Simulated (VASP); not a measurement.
# BeS (F-43m) in VASP: a series of runs, part 2 of 2

VASP 6.6.1. The steps go on from the part before.

## Step 4: Band structure, PBE0

POSCAR

```
BeS
1.0
    0.0000000000      2.4250000000      2.4250000000
    2.4250000000      0.0000000000      2.4250000000
    2.4250000000      2.4250000000      0.0000000000
S Be
1 1
Direct
    0.7500000000      0.7500000000      0.7500000000
    0.0000000000      0.0000000000      0.0000000000
```

INCAR.step1

```
SYSTEM = BeS
PREC     = Accurate       ! precision mode
ENCUT    = 520            ! plane-wave cutoff, eV
EDIFF    = 1E-5           ! SCF threshold, eV
ISMEAR   = 0              ! smearing method
SIGMA    = 0.02           ! smearing width, eV
LREAL    = .False.        ! projectors in reciprocal space
LASPH    = .True.         ! aspherical terms in the spheres
NELM     = 100            ! most SCF steps
ALGO     = Normal         ! electronic algorithm
ISIF     = 2              ! what is computed and relaxed
LWAVE    = .True.         ! write WAVECAR
LCHARG   = .False.        ! write CHGCAR
NBANDS   = 11             ! bands
GGA      = PE             ! functional
KPAR     = 4
```

INCAR.step2

```
SYSTEM = BeS
PREC     = Accurate       ! precision mode
ENCUT    = 520            ! plane-wave cutoff, eV
EDIFF    = 1E-6           ! SCF threshold, eV
ISMEAR   = 0              ! smearing method
SIGMA    = 0.02           ! smearing width, eV
LREAL    = .False.        ! projectors in reciprocal space
LASPH    = .True.         ! aspherical terms in the spheres
NELM     = 100            ! most SCF steps
ALGO     = Normal         ! electronic algorithm
ISIF     = 2              ! what is computed and relaxed
LWAVE    = .False.        ! write WAVECAR
LCHARG   = .False.        ! write CHGCAR
GGA      = PE             ! functional
LHFCALC  = .True.         ! exact exchange
AEXX     = 0.25           ! exact-exchange fraction
PRECFOCK = Fast         
HFRCUT   = -1           
NBANDS   = 11             ! bands
ISTART   = 1            
KPAR     = 4
```

KPOINTS

```
Automatic mesh
0
Gamma
  6 6 6
  0 0 0
```

KPOINTS_OPT

```
path GXWKGLUWLK,UX
10
line-mode
reciprocal
 0.0000000000  0.0000000000  0.0000000000  G
 0.5000000000  0.0000000000  0.5000000000  X

 0.5000000000  0.0000000000  0.5000000000  X
 0.5000000000  0.2500000000  0.7500000000  W

 0.5000000000  0.2500000000  0.7500000000  W
 0.3750000000  0.3750000000  0.7500000000  K

 0.3750000000  0.3750000000  0.7500000000  K
 0.0000000000  0.0000000000  0.0000000000  G

 0.0000000000  0.0000000000  0.0000000000  G
 0.5000000000  0.5000000000  0.5000000000  L

 0.5000000000  0.5000000000  0.5000000000  L
 0.6250000000  0.2500000000  0.6250000000  U

 0.6250000000  0.2500000000  0.6250000000  U
 0.5000000000  0.2500000000  0.7500000000  W

 0.5000000000  0.2500000000  0.7500000000  W
 0.5000000000  0.5000000000  0.5000000000  L

 0.5000000000  0.5000000000  0.5000000000  L
 0.3750000000  0.3750000000  0.7500000000  K

 0.6250000000  0.2500000000  0.6250000000  U
 0.5000000000  0.0000000000  0.5000000000  X
```

Potentials or basis: VASP PAW PBE potentials, release 64 (S, Be).

Run with:

```console
cat potpaw_PBE.64/S/POTCAR potpaw_PBE.64/Be/POTCAR > POTCAR
cp INCAR.step1 INCAR
mpirun -np 4 vasp_std > vasp.out
cp INCAR.step2 INCAR
mpirun -np 4 vasp_std > vasp.out
```

OUTCAR:

```text
SYSTEM = BeS
   PREC = Accurate
   ENCUT = 520
   EDIFF = 1E-6
   ISMEAR = 0
   LREAL = .False.
   LASPH = .True.
   NELM = 100
   ISIF = 2
   GGA = PE
   LHFCALC = .True.
   AEXX = 0.25
   PRECFOCK = Fast
   ISTART = 1

 ion  position               nearest neighbor table
   1  0.750  0.750  0.750-   2 2.10   2 2.10   2 2.10   2 2.10
   2  0.000  0.000  0.000-   1 2.10   1 2.10   1 2.10   1 2.10

  LATTYP: Found a face centered cubic cell.
 ALAT       =     4.8500000000

  Lattice vectors:

 A1 = (   0.0000000000,   2.4250000000,   2.4250000000)
 A2 = (   2.4250000000,   0.0000000000,   2.4250000000)
 A3 = (   2.4250000000,   2.4250000000,   0.0000000000)

Analysis of symmetry for initial positions (statically):
=====================================================================
 Subroutine PRICEL returns:
 Original cell was already a primitive cell.

 Routine SETGRP: Setting up the symmetry group for a
 face centered cubic supercell.

 Subroutine GETGRP returns: Found 24 space group operations
 (whereof 24 operations were pure point group operations)
 out of a pool of 48 trial point group operations.

[... 172 lines left out ...]
      1     -12.0003      2.00000
      2       3.1515      2.00000
      3       3.1515      2.00000
      4       3.1515      2.00000
      5      10.7539      0.00000
      6      10.7539      0.00000
      7      10.7539      0.00000
      8      10.9315      0.00000
      9      18.1900      0.00000
     10      18.1900      0.00000
     11      20.1673      0.00000
[... 197 lines left out ...]
 k-point    16 :      -0.3333    0.5000    0.1667
  band No.  band energies     occupation
      1      -9.5656      2.00000
      2      -1.9779      2.00000
      3      -0.6147      2.00000
      4      -0.3287      2.00000
      5      10.0734      0.00000
      6      11.7308      0.00000
      7      15.3937      0.00000
      8      15.9043      0.00000
      9      20.0879      0.00000
     10      20.0919      0.00000
     11      22.7070      0.00000

------------------------ aborting loop because EDIFF is reached ----------------------------------------

  FORCE on cell =-STRESS in cart. coord.  units (eV):
  Direction    XX          YY          ZZ          XY          YZ          ZX
  --------------------------------------------------------------------------------------
  -------------------------------------------------------------------------------------
  Total        0.0142451      0.0142451      0.0142451      0.0000000      0.0000000     -0.0000000
  in kB        0.8002218      0.8002218      0.8002218      0.0000000      0.0000000     -0.0000000
  external PRESSURE =       0.8002218 kB  Pullay stress =       0.0000000 kB

 VOLUME and BASIS-vectors are now :
 -----------------------------------------------------------------------------
  energy-cutoff  :      520.00
  volume of cell :       28.52
      direct lattice vectors                 reciprocal lattice vectors
     0.000000000  2.425000000  2.425000000    -0.206185567  0.206185567  0.206185567
     2.425000000  0.000000000  2.425000000     0.206185567 -0.206185567  0.206185567
     2.425000000  2.425000000  0.000000000     0.206185567  0.206185567 -0.206185567

 POSITION                                       TOTAL-FORCE (eV/Angst)
 -----------------------------------------------------------------------------------
      3.63750      3.63750      3.63750         0.000000      0.000000      0.000000
      0.00000      0.00000      0.00000        -0.000000     -0.000000     -0.000000
 -----------------------------------------------------------------------------------
    total drift:                                0.000000     -0.000000     -0.000000

  FREE ENERGIE OF THE ION-ELECTRON SYSTEM (eV)
  ---------------------------------------------------
  free  energy   TOTEN  =       -11.9832061902 eV

  energy  without entropy=      -11.9832061902  energy(sigma->0) =      -11.98320619
```

OSZICAR.step1:

```text
N       E                     dE             d eps       ncg     rms          rms(c)
DAV:   1     0.202322809697E+02    0.20232E+02   -0.40247E+03   352   0.634E+02
DAV:   2    -0.897190991771E+01   -0.29204E+02   -0.28246E+02   467   0.118E+02
DAV:   3    -0.101761991939E+02   -0.12043E+01   -0.12019E+01   444   0.234E+01
DAV:   4    -0.101837482242E+02   -0.75490E-02   -0.75481E-02   432   0.219E+00
DAV:   5    -0.101838096440E+02   -0.61420E-04   -0.61419E-04   459   0.185E-01    0.566E+00
DAV:   6    -0.100479679916E+02    0.13584E+00   -0.11763E-01   405   0.164E+00    0.386E+00
DAV:   7    -0.100069450839E+02    0.41023E-01   -0.11945E-01   422   0.181E+00    0.995E-01
DAV:   8    -0.100081510385E+02   -0.12060E-02   -0.65802E-03   449   0.417E-01    0.148E-01
DAV:   9    -0.100082495976E+02   -0.98559E-04   -0.51085E-04   445   0.143E-01    0.315E-02
DAV:  10    -0.100082864598E+02   -0.36862E-04   -0.69803E-05   417   0.456E-02    0.100E-02
DAV:  11    -0.100082922615E+02   -0.58017E-05   -0.17125E-05   416   0.217E-02
   1 F= -.10008292E+02 E0= -.10008292E+02  d E =-.341443E-30
```

It took 3.1 min on 4 MPI ranks of Intel Xeon Platinum 8375C at 2.90GHz (Ice Lake), shared host; peak memory 0.19 GiB.

Results:

| Property | Result |
| --- | --- |
| Free energy | -11.9832 eV |
| Pressure | 0.1 GPa |
| Band gap on the k mesh | 4.76 eV, indirect (least direct gap 7.60 eV) |
| Band gap along the path | 4.76 eV, indirect (least direct gap 7.55 eV) |

Levels at the corners of the path, in eV from the valence-band top:
| point | band 1 | band 2 | band 3 | band 4 | band 5 | band 6 | band 7 | band 8 |
| --- | --- | --- | --- | --- | --- | --- | --- | --- |
| Γ | -15.15 | 0.00 | 0.00 | 0.00 | 7.60 | 7.60 | 7.60 | 7.78 |
| X | -12.76 | -5.60 | -2.91 | -2.91 | 4.76 | 6.69 | 15.29 | 15.29 |
| X | -12.76 | -5.60 | -2.91 | -2.91 | 4.76 | 6.69 | 15.29 | 15.29 |
| W | -12.70 | -4.76 | -4.26 | -3.65 | 8.30 | 10.08 | 10.57 | 11.04 |
| W | -12.70 | -4.76 | -4.26 | -3.65 | 8.30 | 10.08 | 10.57 | 11.04 |
| K | -12.78 | -5.08 | -4.50 | -2.41 | 6.10 | 9.48 | 12.87 | 13.71 |
| K | -12.78 | -5.08 | -4.50 | -2.41 | 6.10 | 9.48 | 12.87 | 13.71 |
| Γ | -15.15 | 0.00 | 0.00 | 0.00 | 7.60 | 7.60 | 7.60 | 7.78 |
| Γ | -15.15 | 0.00 | 0.00 | 0.00 | 7.60 | 7.60 | 7.60 | 7.78 |
| L | -13.37 | -6.42 | -1.14 | -1.14 | 7.34 | 8.52 | 8.52 | 13.29 |
| L | -13.37 | -6.42 | -1.14 | -1.14 | 7.34 | 8.52 | 8.52 | 13.29 |
| U | -12.78 | -5.08 | -4.50 | -2.41 | 6.10 | 9.48 | 12.87 | 13.71 |
| U | -12.78 | -5.08 | -4.50 | -2.41 | 6.10 | 9.48 | 12.87 | 13.71 |
| W | -12.70 | -4.76 | -4.26 | -3.65 | 8.30 | 10.08 | 10.57 | 11.04 |
| W | -12.70 | -4.76 | -4.26 | -3.65 | 8.30 | 10.08 | 10.57 | 11.04 |
| L | -13.37 | -6.42 | -1.14 | -1.14 | 7.34 | 8.52 | 8.52 | 13.29 |
| L | -13.37 | -6.42 | -1.14 | -1.14 | 7.34 | 8.52 | 8.52 | 13.29 |
| K | -12.78 | -5.08 | -4.50 | -2.41 | 6.10 | 9.48 | 12.87 | 13.71 |
| U | -12.78 | -5.08 | -4.50 | -2.41 | 6.10 | 9.48 | 12.87 | 13.71 |
| X | -12.76 | -5.60 | -2.91 | -2.91 | 4.76 | 6.69 | 15.29 | 15.29 |

Caveat: the PAW data sets were made with another functional, which shifts forces and pressure a little.

## Step 5: Overview

```csv
level,screening parameter,exchange at q = 0,gap on the mesh (eV),pressure (GPa)
HSE06,0.2 1/A,-,4.07,0.1
HSE03,-,-,3.85,0.2
PBE0,-,truncated,4.76,0.1
```

Alike in all rows: task band structure; potentials or basis VASP PAW PBE potentials, release 64 (S, Be); no spin polarisation; cell as given; k mesh 6 × 6 × 6; cutoff (eV) 520; smearing gaussian 0.02 eV.

On the cell as given the gap runs from 3.85 eV (HSE03) to 4.76 eV (PBE0).

Caveats: the PAW data sets were made with another functional, which shifts forces and pressure a little.

Total energies depend on the potentials used, so only differences within one code and one set of settings carry meaning.
